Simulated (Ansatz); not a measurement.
Starting cell, Ti$_{3}$SiC$_{2}$ (MAX-312 type, space group P6_3/mmc):

```yaml
crystal:
  lattice:
    - [3.07276, 0.00000, 0.00000]
    - [-1.53638, 2.66109, 0.00000]
    - [0.00000, 0.00000, 17.72285]
  atoms:
    - { symbol: Ti, position: [0.00000, 0.00000, 0.00000] }
    - { symbol: Ti, position: [0.00000, 0.00000, 0.50000] }
    - { symbol: Ti, position: [0.33333, 0.66667, 0.13489] }
    - { symbol: Ti, position: [0.66667, 0.33333, 0.63489] }
    - { symbol: Ti, position: [0.66667, 0.33333, 0.86511] }
    - { symbol: Ti, position: [0.33333, 0.66667, 0.36511] }
    - { symbol: Si, position: [0.00000, 0.00000, 0.25000] }
    - { symbol: Si, position: [0.00000, 0.00000, 0.75000] }
    - { symbol: C, position: [0.33333, 0.66667, 0.57233] }
    - { symbol: C, position: [0.66667, 0.33333, 0.07233] }
    - { symbol: C, position: [0.66667, 0.33333, 0.42767] }
    - { symbol: C, position: [0.33333, 0.66667, 0.92767] }
```

The atoms are displaced by Q × the pattern below (from a DFPT mode at Γ, largest move 1; Q in Å), at fixed cell. It is one choice among 3 degenerate patterns.

```json
[
 {"atom": "Ti3", "x": "0.000", "y": "0.000", "z": "-1.000"},
 {"atom": "Ti4", "x": "0.000", "y": "0.000", "z": "-1.000"},
 {"atom": "Ti5", "x": "0.000", "y": "0.000", "z": "1.000"},
 {"atom": "Ti6", "x": "0.000", "y": "0.000", "z": "1.000"},
 {"atom": "C9", "x": "0.000", "y": "0.000", "z": "-0.497"},
 {"atom": "C10", "x": "0.000", "y": "0.000", "z": "-0.497"},
 {"atom": "C11", "x": "0.000", "y": "0.000", "z": "0.497"},
 {"atom": "C12", "x": "0.000", "y": "0.000", "z": "0.497"}
]
```

Atoms not listed stay in place.

All values below come from PBE (plane waves to 420 eV, PAW, scalar-relativistic; Ansatz, an electronic-structure program). k mesh 14×14×3 (Γ-centred), Fermi-Dirac smearing 0.05 eV. With partly filled bands, energies and forces of such displacements shift with the k mesh and the smearing. Ti3SiC2 is run without spin polarisation. Ti3SiC2 was relaxed with its symmetry unable to fall. 

```json
[
 {"Q (Å)": "-0.280", "−dE/dQ from forces (eV/Å)": "15.323"},
 {"Q (Å)": "-0.233", "−dE/dQ from forces (eV/Å)": "12.761"},
 {"Q (Å)": "-0.187", "−dE/dQ from forces (eV/Å)": "10.247"},
 {"Q (Å)": "-0.140", "−dE/dQ from forces (eV/Å)": "7.761"},
 {"Q (Å)": "-0.093", "−dE/dQ from forces (eV/Å)": "5.232"},
 {"Q (Å)": "-0.047", "−dE/dQ from forces (eV/Å)": "2.638"},
 {"Q (Å)": "0.000", "−dE/dQ from forces (eV/Å)": "0.001"},
 {"Q (Å)": "0.047", "−dE/dQ from forces (eV/Å)": "-2.641"},
 {"Q (Å)": "0.093", "−dE/dQ from forces (eV/Å)": "-5.319"},
 {"Q (Å)": "0.140", "−dE/dQ from forces (eV/Å)": "-8.020"},
 {"Q (Å)": "0.187", "−dE/dQ from forces (eV/Å)": "-10.699"},
 {"Q (Å)": "0.233", "−dE/dQ from forces (eV/Å)": "-13.360"},
 {"Q (Å)": "0.280", "−dE/dQ from forces (eV/Å)": "-16.071"}
]
```

Problem. What harmonic wavenumber does the curvature at Q = 0 give?

Solution. 275 cm⁻¹. E″ = 56.56 eV/Å², M = Σ mᵢ|uᵢ|² = 203.3 u, ν̃ = 521.5·√(|E″|/M).

(For displaced atoms, the force is minus the slope of the energy, and its curvature is a force constant, which sets phonon frequencies.)
